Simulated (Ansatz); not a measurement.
# NiO (Fm-3m) in Ansatz: further runs

One crystal, NiO, is run at these levels: PBE; tasks: single point.

Everything below comes from runs of Ansatz 0.2.0. Logs are shortened: lines on timing, memory, paths and dates and some standing lists are left out, and cuts for length are marked.

## Step 1: The crystal as given

The structure is cubic, space group Fm-3m (No. 225). The conventional cell has a = 4.172 Å, b = 4.172 Å, c = 4.172 Å, α = 90.00°, β = 90.00°, γ = 90.00°. Ni (site symmetry m-3m) has 6 O at 2.09 Å as nearest neighbours. O (site symmetry m-3m) is surrounded by 6 Ni at 2.09 Å.

## Step 2: Single point, PBE, collinear spin, ferromagnetic start, 8.53 Å³/atom (volume scaled by 0.94)

input.yaml reads:

```yaml
crystal:
  lattice:
    - [0.0, 2.0433202721, 2.0433202721]
    - [2.0433202721, 0.0, 2.0433202721]
    - [2.0433202721, 2.0433202721, 0.0]
  atoms:
    - { symbol: Ni, position: [0.0, 0.0, 0.0], spin: 1.0 }
    - { symbol: O, position: [0.5, 0.5, 0.5] }
kpoints:
  mp_grid: { grid: [11, 11, 11] }
scf:
  occupations: { method: fermi_dirac, width: 0.05 }
hamiltonian:
  xc: pbe
  pseudopotentials: { kind: all_electron, lapw: { basis_error: 0.0005 } }
magnetization:
  spin_polarized: true
output:
  forces: true
  stress: true
  eigenvalues: true
```

Potentials or basis: all-electron LAPW, scalar-relativistic.

The run is started by

```bash
> ansatz run input.yaml --threads 2 --pin off --max-ram 6144MiB --backend cpu --events-out ev --progress --plain --runs-dir out
```

Output:

```text
Warning: RAYON_NUM_THREADS=2 ignored (pool sized by the plan → 2); use --threads N
LAPW: plane waves up to 10.585 Å⁻¹, error target 5.0e-4 eV per atom; small_component_spin mean_spin; O in spheres of 0.924 Å, 8 of its electrons in bands, Dirac shells []; Ni in spheres of 1.119 Å, 18 of its electrons in bands, Dirac shells [] (how accurate: hamiltonian.pseudopotentials.lapw.basis_error, Limitations)
Engine: ansatz 0.2.0, aarch64-unknown-linux-gnu
Pseudopotentials: kind: all_electron
Pseudopotential: Ni, LAPW, valence charge 18, lapw/all_electron/scalar/gaussian/Ni, Koelling and Harmon's equation, gaussian nucleus
Pseudopotential: O, LAPW, valence charge 8, lapw/all_electron/scalar/gaussian/O, Koelling and Harmon's equation, gaussian nucleus
Functional definition: PBE
  parameter kappa = 0.804
  parameter beta = 0.06672455060314922
  exchange = pbe_x(kappa = kappa, mu = beta*pi^2/3)
  correlation = pbe_c(beta = beta)
Crystal: 2 atoms, lattice volume = 17.062 Å³
Basis set: ecut = 426.8570935551847 eV, 331 PW (Γ), exchange–correlation at level 2
Bands: 18, of which v1, the nominal top of the filled ones, is band 13 counted from 1 (12 counted from 0)
Symmetry: 48 space group operations
Space group: Fm-3m (ITA 225), of the structure as read, at distance tolerance 2.6e-5 Å
Magnetic group: BNS 225.116 (UNI 1618), of the structure as read, at distance tolerance 2.6e-5 Å
k-points: 56 of 1331
Non-local potential: Ni, projectors of the file, none
Non-local potential: O, projectors of the file, none
Initial density: superposition of atomic densities (chi_scale 0.1, normalization cell, long waves kept (reshape's long-wave potential 0.00 eV rms))
Starting moments: Σ|m| = 1 μB on 1 of 2 sites
Initial wavefunctions: plane waves of lowest kinetic energy (no species holds an atomic orbital)
Functional: x = pbe(κ = 0.804, μ = 0.2195149727645171), c = pbe(β = 0.06672455060314922)
iter 1 solved again at ethr=3.75e-3 eV; its pass at ethr=1.00e-1 eV (dr2=9.74e-1 eV) is discarded
SCF iter   1: F=—  HF=-43429.859089 eV  |F-HF|=—  |Δ(HF+E_count)|=         —  Δρ=4.56e-2 (↑4.56e-2 ↓3.67e-2)  dr2=9.73e-1  dr2_m=3.32e-2  M=1.331 μB ∫|m|=1.332 μB  β_m=0.30  ethr=3.75e-3  ⟨swp⟩=2.0  Hψ=13240  notcnv=0
Mixer restart at iter 1: flushing history
preconditioner: auto → none  [metal: Δε(μ)=0.024 eV  Ē_g=15.276 eV  σ=0.050 eV  W_gap=0.12  n_scr=8 (ndim 8)  ℏωp=36.0 eV  f_vac=0.000  D(μ)=2.45/eV (n_scr^D=26)  sad-step TF]
SCF iter   2: F=—  HF=-43429.528260 eV  |F-HF|=—  |Δ(HF+E_count)|=   3.31e-1  Δρ=2.44e-2 (↑2.44e-2 ↓1.51e-2)  dr2=2.48e-1  dr2_m=6.15e-3  M=1.181 μB ∫|m|=1.181 μB  β_m=0.38  ethr=3.74e-3  ⟨swp⟩=2.0  Hψ=6048  notcnv=0
SCF iter   3: F=—  HF=-43429.771388 eV  |F-HF|=—  |Δ(HF+E_count)|=         —  Δρ=2.04e-2 (↑2.04e-2 ↓1.95e-2)  dr2=9.71e-2  dr2_m=4.12e-2  M=1.528 μB ∫|m|=1.528 μB  β_m=1.00  ethr=9.54e-4  ⟨swp⟩=2.0  Hψ=6040  notcnv=0
Mixer restart at iter 3: flushing history
SCF iter   4: F=—  HF=-43429.715043 eV  |F-HF|=—  |Δ(HF+E_count)|=         —  Δρ=1.72e-2 (↑7.70e-3 ↓1.72e-2)  dr2=9.56e-2  dr2_m=6.14e-3  M=1.424 μB ∫|m|=1.426 μB  β_m=0.38  ethr=1.92e-4  ⟨swp⟩=3.0  Hψ=6588  notcnv=0
Mixer restart at iter 4: flushing history
iter 5 solved again at ethr=1.26e-5 eV; its pass at ethr=1.92e-4 eV (dr2=3.28e-3 eV) is discarded
SCF iter   5: F=—  HF=-43429.695506 eV  |F-HF|=—  |Δ(HF+E_count)|=   1.95e-2  Δρ=3.28e-3 (↑2.80e-3 ↓3.28e-3)  dr2=3.28e-3  dr2_m=6.58e-4  M=1.534 μB ∫|m|=1.536 μB  β_m=0.34  ethr=1.26e-5  ⟨swp⟩=2.0  Hψ=10230  notcnv=0
SCF iter   6: F=—  HF=-43429.689936 eV  |F-HF|=—  |Δ(HF+E_count)|=         —  Δρ=2.06e-3 (↑7.63e-4 ↓2.06e-3)  dr2=4.77e-4  dr2_m=2.72e-4  M=1.515 μB ∫|m|=1.517 μB  β_m=0.47  ethr=1.26e-5  ⟨swp⟩=2.9  Hψ=5843  notcnv=0
the basis was enlarged: its passes take 5.2 MiB over the memory plan, 2 of 2 planned eigensolver slots
SCF iter   7: F=—  HF=-43429.690958 eV  |F-HF|=—  |Δ(HF+E_count)|=   1.02e-3  Δρ=1.05e-3 (↑1.03e-3 ↓1.05e-3)  dr2=1.43e-6  dr2_m=1.68e-4  M=1.534 μB ∫|m|=1.537 μB  β_m=0.74  ethr=1.83e-6  ⟨swp⟩=2.1  Hψ=5561  notcnv=0
SCF iter   8: F=—  HF=-43429.691259 eV  |F-HF|=—  |Δ(HF+E_count)|=   3.01e-4  Δρ=6.92e-4 (↑6.92e-4 ↓6.63e-4)  dr2=2.03e-4  dr2_m=2.40e-5  M=1.548 μB ∫|m|=1.552 μB  β_m=0.77  ethr=5.51e-9  ⟨swp⟩=3.4  Hψ=6585  notcnv=0
SCF iter   9: F=—  HF=-43429.691195 eV  |F-HF|=—  |Δ(HF+E_count)|=   6.38e-5  Δρ=1.48e-4 (↑1.47e-4 ↓1.48e-4)  dr2=5.19e-6  dr2_m=2.24e-6  M=1.551 μB ∫|m|=1.555 μB  β_m=0.60  ethr=5.51e-9  ⟨swp⟩=3.2  Hψ=6511  notcnv=0
SCF iter  10: F=—  HF=-43429.691214 eV  |F-HF|=—  |Δ(HF+E_count)|=   1.91e-5  Δρ=8.49e-5 (↑7.68e-5 ↓8.49e-5)  dr2=4.84e-7  dr2_m=9.19e-7  M=1.553 μB ∫|m|=1.557 μB  β_m=0.80  ethr=5.51e-9  ⟨swp⟩=3.0  Hψ=5829  notcnv=0
SCF iter  11: F=—  HF=-43429.691235 eV  |F-HF|=—  |Δ(HF+E_count)|=   2.08e-5  Δρ=4.68e-5 (↑2.92e-5 ↓4.68e-5)  dr2=2.91e-7  dr2_m=1.75e-7  M=1.558 μB ∫|m|=1.562 μB  β_m=0.88  ethr=1.86e-9  ⟨swp⟩=3.0  Hψ=6068  notcnv=0
SCF iter  12: F=—  HF=-43429.691236 eV  |F-HF|=—  |Δ(HF+E_count)|=   1.37e-6  Δρ=6.08e-6 (↑5.01e-6 ↓6.08e-6)  dr2=2.03e-9  dr2_m=4.41e-9  M=1.560 μB ∫|m|=1.563 μB  β_m=0.94  ethr=1.12e-9  ⟨swp⟩=2.9  Hψ=5816  notcnv=0
SCF iter  13: F=-43429.691237 eV  HF=-43429.691237 eV  |F-HF|=4.73e-10  |Δ(HF+E_count)|=   1.58e-8  Δρ=8.92e-7 (↑4.82e-7 ↓8.92e-7)  dr2=1.61e-10  dr2_m=4.43e-11  M=1.560 μB ∫|m|=1.564 μB  ethr=7.81e-12  ⟨swp⟩=3.0  Hψ=6267  notcnv=0
SCF 1 converged in 13 iterations: F = -43429.691237 eV  dr2 = 1.61e-10
SCF converged after 13 iterations
Magnetization: 1.5597 μB (13.7799 up, 12.2201 down)
Absolute magnetization: 1.5637 μB (∫|ρ↑−ρ↓|)
Spin contamination: 0.0080 ħ² per cell (⟨S²⟩ above its minimum at these occupations)
Per-site moments (μB) at R_I (Å): [(1.3083709560087762, 1.11923975045491), (0.2377271010897397, 0.9240804911972452)]
Free energy (F): -43429.691237 eV
Harris-Foulkes:  -43429.691237 eV  (|F-HF|=4.73e-10)
Internal energy: -43429.680239 eV  (E = F + TS)
E sigma→0 (E₀):  -43429.685738 eV
Entropy (-TS):   -0.010997 eV (-5.499 meV/atom)
Fermi energy:    16.073570 eV
--- Per-component energies (eV) ---
  E_band       = -1275.872870
  E_kinetic    = 44094.804250
  E_xc         = -1964.868985
  E_electrostatic = -85559.615504  (all electrons and nuclei)
  E_smearing   = -0.010997  (= −TS)
  E_closure    = 0.000000  (closes the sum)
  E_atoms      = -43416.659407  (free atoms, spherical and without spin; not in F)
  Σ components = -43429.691237   (vs F -43429.691237, Δ=0.00e0)
  Basis errors (estimates in eV, not in F): energy 1.8e-4 per atom: plane waves 1.6e-4 (9.0e-5 summed), levels above the bands 6.2e-149, relativity 2.4e-8, radial functions 2.2e-5, core shells 6.2e-9; eigenvalues (radial functions only) 8.0e-7; not estimated: angular momenta, meshes, grids; target (lapw.basis_error) 5.0e-4; muffin-tin radii O 0.924 Å, Ni 1.119 Å
--- Forces (eV/Å), atoms counted from 1 ---
  atom   1  Ni     0.00000000     0.00000000    -0.00000000
  atom   2  O      0.00000000    -0.00000000    -0.00000000
  max |Σ_I F_I| component: 2.76e-30 eV/Å
--- Stress (GPa, compression-positive) ---
       19.149488      -0.000000       0.000000
       -0.000000      19.149488      -0.000000
        0.000000      -0.000000      19.149488
  P = ⅓ Tr σ = 19.1495 GPa (191.495 kbar)
--- Band table (eV; the first three rows and the last of 112) ---
  k-point 0 ↑: bands = ["-491.0456", "-88.3378", "-48.7181", "-48.7181", "-48.7181", "-5.0868", "12.6415", "12.6415", "12.6415", "12.8833", "12.8833", "13.2686", "13.2686", "13.2686", "17.8430", "33.9212", "35.3000", "35.3000"]
  k-point 1 ↑: bands = ["-491.0456", "-88.3374", "-48.7214", "-48.7186", "-48.7186", "-4.9815", "11.8094", "11.8427", "11.8427", "13.2738", "13.2738", "13.5540", "13.7791", "13.7791", "18.4176", "32.1993", "35.0356", "35.0356"]
  k-point 2 ↑: bands = ["-491.0456", "-88.3366", "-48.7302", "-48.7198", "-48.7198", "-4.6859", "10.3961", "11.0270", "11.0270", "13.4599", "13.4599", "13.8205", "14.6900", "14.6900", "19.6363", "29.9361", "33.9239", "33.9239"]
  k-point 55 ↓: bands = ["-490.8336", "-86.6893", "-47.1464", "-47.1443", "-47.1322", "-2.9166", "9.4694", "9.5267", "10.4201", "14.6790", "14.9066", "15.2438", "16.2837", "17.0269", "25.4551", "27.0055", "27.1786", "30.6921"]
```

Wall time 18 s (2 threads of Arm Neoverse V1, shared host); peak memory 0.47 GiB.

Results:

```
Free energy            : -43429.6912 eV
Pressure               : 19.1 GPa
Band gap on the k mesh : none (metal or under the smearing width)
Net moment             : 1.56 μB per cell
Absolute moment        : 1.56 μB per cell
Site moments           : Ni +1.31; O +0.24 μB
```

Caveat: a cell with one magnetic atom can't hold antiferromagnetic order, which such compounds often take; semilocal functionals often make such compounds metallic where correlation or magnetic order opens a gap, which also shifts bond lengths.

## Step 3: Single point, PBE, collinear spin, ferromagnetic start, 8.71 Å³/atom (volume scaled by 0.96)

input.yaml: that of step 2 with these lines changed.

```diff
@@ -2,5 +2,5 @@
   lattice:
-    - [0.0, 2.0433202721, 2.0433202721]
-    - [2.0433202721, 0.0, 2.0433202721]
-    - [2.0433202721, 2.0433202721, 0.0]
+    - [0.0, 2.0577103256, 2.0577103256]
+    - [2.0577103256, 0.0, 2.0577103256]
+    - [2.0577103256, 2.0577103256, 0.0]
   atoms:
```

Potentials or basis: all-electron LAPW, scalar-relativistic.

The run is started by

```bash
> ansatz run input.yaml --threads 2 --pin off --max-ram 6144MiB --backend cpu --events-out ev --progress --plain --runs-dir out
```

Run time: 17 s. Hardware: 2 threads of Arm Neoverse V1, shared host; peak memory 0.48 GiB.

The run converged. Its results:

```
Free energy            : -43429.7290 eV
Pressure               : 14.3 GPa
Band gap on the k mesh : none (metal or under the smearing width)
Net moment             : 1.63 μB per cell
Absolute moment        : 1.63 μB per cell
Site moments           : Ni +1.36; O +0.25 μB
```

Caveat: a cell with one magnetic atom can't hold antiferromagnetic order, which such compounds often take; semilocal functionals often make such compounds metallic where correlation or magnetic order opens a gap, which also shifts bond lengths.

## Step 4: Single point, PBE, collinear spin, ferromagnetic start, 8.89 Å³/atom (volume scaled by 0.98)

input.yaml: that of step 3 with these lines changed.

```diff
@@ -2,5 +2,5 @@
   lattice:
-    - [0.0, 2.0577103256, 2.0577103256]
-    - [2.0577103256, 0.0, 2.0577103256]
-    - [2.0577103256, 2.0577103256, 0.0]
+    - [0.0, 2.0719018797, 2.0719018797]
+    - [2.0719018797, 0.0, 2.0719018797]
+    - [2.0719018797, 2.0719018797, 0.0]
   atoms:
```

The run is started by

```bash
> ansatz run input.yaml --threads 2 --pin off --max-ram 6144MiB --backend cpu --events-out ev --progress --plain --runs-dir out
```

Wall time 17 s (2 threads of Arm Neoverse V1, shared host); peak memory 0.47 GiB.

Results (log left out):

| Property | Result |
| --- | --- |
| Free energy | -43429.7567 eV |
| Pressure | 10.2 GPa |
| Band gap on the k mesh | none (metal or under the smearing width) |
| Net moment | 1.72 μB per cell |
| Absolute moment | 1.72 μB per cell |
| Site moments | Ni +1.43; O +0.27 μB |

Caveat: a cell with one magnetic atom can't hold antiferromagnetic order, which such compounds often take; semilocal functionals often make such compounds metallic where correlation or magnetic order opens a gap, which also shifts bond lengths.

## Step 5: Single point, PBE, collinear spin, ferromagnetic start, 9.08 Å³/atom

input.yaml: that of step 4 with these lines changed.

```diff
@@ -2,5 +2,5 @@
   lattice:
-    - [0.0, 2.0719018797, 2.0719018797]
-    - [2.0719018797, 0.0, 2.0719018797]
-    - [2.0719018797, 2.0719018797, 0.0]
+    - [0.0, 2.0859016414, 2.0859016414]
+    - [2.0859016414, 0.0, 2.0859016414]
+    - [2.0859016414, 2.0859016414, 0.0]
   atoms:
```

The run is started by

```bash
> ansatz run input.yaml --threads 2 --pin off --max-ram 6144MiB --backend cpu --events-out ev --progress --plain --runs-dir out
```

Run time: 18 s. Hardware: 2 threads of Arm Neoverse V1, shared host; peak memory 0.47 GiB.

The run converged. Its results:

- Free energy: -43429.7753 eV
- Pressure: 6.3 GPa
- Band gap on the k mesh: none (metal or under the smearing width)
- Net moment: 1.78 μB per cell
- Absolute moment: 1.78 μB per cell
- Site moments: Ni +1.48; O +0.29 μB

Caveat: a cell with one magnetic atom can't hold antiferromagnetic order, which such compounds often take; semilocal functionals often make such compounds metallic where correlation or magnetic order opens a gap, which also shifts bond lengths.

## Step 6: Single point, PBE, collinear spin, ferromagnetic start, 9.26 Å³/atom (volume scaled by 1.02)

input.yaml: that of step 5 with these lines changed.

```diff
@@ -2,5 +2,5 @@
   lattice:
-    - [0.0, 2.0859016414, 2.0859016414]
-    - [2.0859016414, 0.0, 2.0859016414]
-    - [2.0859016414, 2.0859016414, 0.0]
+    - [0.0, 2.0997159621, 2.0997159621]
+    - [2.0997159621, 0.0, 2.0997159621]
+    - [2.0997159621, 2.0997159621, 0.0]
   atoms:
```

Potentials or basis: all-electron LAPW, scalar-relativistic.

The run is started by

```bash
> ansatz run input.yaml --threads 2 --pin off --max-ram 6144MiB --backend cpu --events-out ev --progress --plain --runs-dir out
```

It took 17 s on 2 threads of Arm Neoverse V1, shared host; peak memory 0.47 GiB.

The run converged. Its results:

- Free energy: -43429.7853 eV
- Pressure: 2.6 GPa
- Band gap on the k mesh: none (metal or under the smearing width)
- Net moment: 1.82 μB per cell
- Absolute moment: 1.83 μB per cell
- Site moments: Ni +1.51; O +0.30 μB

Caveat: a cell with one magnetic atom can't hold antiferromagnetic order, which such compounds often take; semilocal functionals often make such compounds metallic where correlation or magnetic order opens a gap, which also shifts bond lengths.

## Step 7: Single point, PBE, collinear spin, ferromagnetic start, 9.44 Å³/atom (volume scaled by 1.04)

input.yaml: that of step 6 with these lines changed.

```diff
@@ -2,5 +2,5 @@
   lattice:
-    - [0.0, 2.0997159621, 2.0997159621]
-    - [2.0997159621, 0.0, 2.0997159621]
-    - [2.0997159621, 2.0997159621, 0.0]
+    - [0.0, 2.1133508634, 2.1133508634]
+    - [2.1133508634, 0.0, 2.1133508634]
+    - [2.1133508634, 2.1133508634, 0.0]
   atoms:
```

The run is started by

```bash
> ansatz run input.yaml --threads 2 --pin off --max-ram 6144MiB --backend cpu --events-out ev --progress --plain --runs-dir out
```

Run time: 18 s. Hardware: 2 threads of Arm Neoverse V1, shared host; peak memory 0.47 GiB.

The run converged. Its results:

- Free energy: -43429.7872 eV
- Pressure: -0.8 GPa
- Band gap on the k mesh: none (metal or under the smearing width)
- Net moment: 1.85 μB per cell
- Absolute moment: 1.86 μB per cell
- Site moments: Ni +1.54; O +0.30 μB

Caveat: a cell with one magnetic atom can't hold antiferromagnetic order, which such compounds often take; semilocal functionals often make such compounds metallic where correlation or magnetic order opens a gap, which also shifts bond lengths.

## Step 8: Single point, PBE, collinear spin, ferromagnetic start, 9.62 Å³/atom (volume scaled by 1.06)

input.yaml: that of step 7 with these lines changed.

```diff
@@ -2,5 +2,5 @@
   lattice:
-    - [0.0, 2.1133508634, 2.1133508634]
-    - [2.1133508634, 0.0, 2.1133508634]
-    - [2.1133508634, 2.1133508634, 0.0]
+    - [0.0, 2.1268120599, 2.1268120599]
+    - [2.1268120599, 0.0, 2.1268120599]
+    - [2.1268120599, 2.1268120599, 0.0]
   atoms:
```

The run is started by

```bash
> ansatz run input.yaml --threads 2 --pin off --max-ram 6144MiB --backend cpu --events-out ev --progress --plain --runs-dir out
```

Run time: 16 s. Hardware: 2 threads of Arm Neoverse V1, shared host; peak memory 0.46 GiB.

It converged, with:

```yaml
Free_energy: -43429.7818 eV
Pressure: -3.9 GPa
Band_gap_on_the_k_mesh: none (metal or under the smearing width)
Net_moment: 1.88 μB per cell
Absolute_moment: 1.89 μB per cell
Site_moments: Ni +1.56; O +0.31 μB
```

Caveat: a cell with one magnetic atom can't hold antiferromagnetic order, which such compounds often take; semilocal functionals often make such compounds metallic where correlation or magnetic order opens a gap, which also shifts bond lengths.
